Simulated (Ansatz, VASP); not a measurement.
**Two plane-wave programs on In**

```
In
1.0
    -1.80399    1.80399    1.80399
     1.80399   -1.80399    1.80399
     1.80399    1.80399   -1.80399
In
1
Direct
  0.00000 0.00000 0.00000
```

This isn't the form of In at room conditions, which is tetragonal.

Alike in both runs: task single point; functional PBE; k mesh 9 × 9 × 9; occupations fermi-dirac, width 0.05 eV; no spin polarisation.

```csv
,VASP,Ansatz
version,VASP 6.6.1,Ansatz 0.2.0
potentials or method,"VASP PAW PBE potentials, release 64 (In_d)","plane waves, PAW"
plane-wave cutoff (eV),520,550
valence electrons in the cell,13,13
```

```tsv
	VASP	Ansatz	Ansatz less VASP
pressure (GPa)	9.0	9.0	+0.04
```

Ansatz warned: «stress_scf_threshold_loose».
